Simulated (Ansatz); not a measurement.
`CC(C)(C)[O][AlH2]` + CH₃NH₂ → `C[NH][AlH2]` + tert-butanol  (ligand exchange at the Al–O bond)

Gas-phase electronic energies from Ansatz, PBE0-D4/def2-TZVP geometries. CCSD(T)/CBS adds triple-zeta CCSD(T) − MP2 to the extrapolated MP2 energy (def2 sets, frozen cores). Functionals use def2-TZVPP. Each species was taken in one conformer, which may not be the lowest.

| level | ΔE (kJ/mol) |
| --- | --- |
| PBE-D4 | 34.2 |
| BLYP-D4 | 40.5 |
| B97M-V | 39.4 |
| r2SCANh-D4 | 38.4 |
| revPBE | 30.6 |
| MP2/def2-SVP | 39.6 |
| HF/def2-TZVPP | 43.6 |
| SCS-MP2/def2-TZVPP | 39.9 |

Q: What does CCSD(T)/CBS give? (Estimate.)

A: The calculation gave: +38.8 kJ/mol. The listed levels differ from it by -4.6, 1.7, 0.6, -0.4, -8.2, 0.8, 4.8, 1.1 kJ/mol.

Largest T1 diagnostic among the species: 0.012.

Leaving LDA and LC-ωPBE aside and taking each functional with its dispersion term where it has one, the values, not all of them listed here, spread over 10.2 kJ/mol, from PBE-D4 to BHLYP-D4. The D4 term adds +4.8 kJ/mol with B3LYP and +3.0 kJ/mol with PBE0; it sums over pairs of atoms, weighted by their polarisabilities, and B3LYP, whose exchange is more repulsive, gets the larger term.

B3LYP here is the variant with VWN-RPA as its local correlation; programs differ in this.

CCSD(T)/CBS has its own doubt, a few kJ/mol and more with outer-core shells, so smaller differences from it don't rank the levels.
